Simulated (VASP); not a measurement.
Write the native input for VASP 6.6.1 that does the following.

| Quantity | Value |
| --- | --- |
| Task | relaxation of cell and atoms |
| Functional | vdW-DF |
| Potentials or basis | VASP PAW PBE potentials, release 64 (C) |
| Cutoff | 600 eV |
| k mesh | 12 × 12 × 4 |
| Occupations | fermi-dirac, width 0.05 eV |
| Spin | no spin polarisation |
| Further INCAR settings | ALGO = Normal; EDIFF = 1e-06; IBRION = 2; EDIFFG = -0.005; NSW = 40; ISIF = 3 |

The structure of C lies in POSCAR:

```
C
1.0
    2.5221000000      0.0000000000      0.0000000000
   -1.2610500000      2.1842026709      0.0000000000
    0.0000000000      0.0000000000      8.2371000000
C
8
Direct
    0.6666666667      0.3333333333      0.8437500000
    0.3333333333      0.6666666667      0.3437500000
    0.6666666667      0.3333333333      0.6562500000
    0.3333333333      0.6666666667      0.1562500000
    0.0000000000      0.0000000000      0.9062500000
    0.0000000000      0.0000000000      0.4062500000
    0.0000000000      0.0000000000      0.5937500000
    0.0000000000      0.0000000000      0.0937500000
```

This is a hexagonal form of diamond, not graphite.

These files were run (other wordings do the same):

INCAR

```
SYSTEM = C
PREC = Accurate
ENCUT = 600
EDIFF = 1E-6
ISMEAR = -1
SIGMA = 0.05
LREAL = .False.
LASPH = .True.
NELM = 60
ALGO = Normal
ISIF = 3
LWAVE = .False.
LCHARG = .False.
GGA = RE
LUSE_VDW = .True.
AGGAC = 0.0
IBRION = 2
NSW = 40
EDIFFG = -0.005
```

KPOINTS

```
regular mesh
0
Gamma
  12 12 4
  0 0 0
```

Potentials or basis: VASP PAW PBE potentials, release 64 (C).

Launch:

```bash
$ cat potpaw_PBE.64/C/POTCAR > POTCAR
$ mpirun -np 1 vasp_std > vasp.out
```

Results of the run:

```yaml
Relaxed_volume: 5.83 Å³/atom
Relaxed_cell: a = 2.537 Å, b = 2.537 Å, c = 8.366 Å, α = 90.00°, β = 90.00°, γ = 120.00°
Space_group_after_relaxing_to_0.05_Å: P6_3/mmc (No. 194)
Energy_gained_by_relaxing: 8.0 meV/atom
Ionic_steps: 8
Pressure_after_relaxing: 0.0 GPa
Band_gap_on_the_k_mesh: 4.75 eV, indirect (least direct gap 5.38 eV)
```

Caveat: the PAW data sets were made with another functional, which shifts forces and pressure a little.

Run time: 8.8 min on 1 thread of Intel(R) Xeon(R) Platinum 8375C CPU @ 2.90GHz (Ice Lake), with other jobs on the host, peak memory 0.38 GiB.
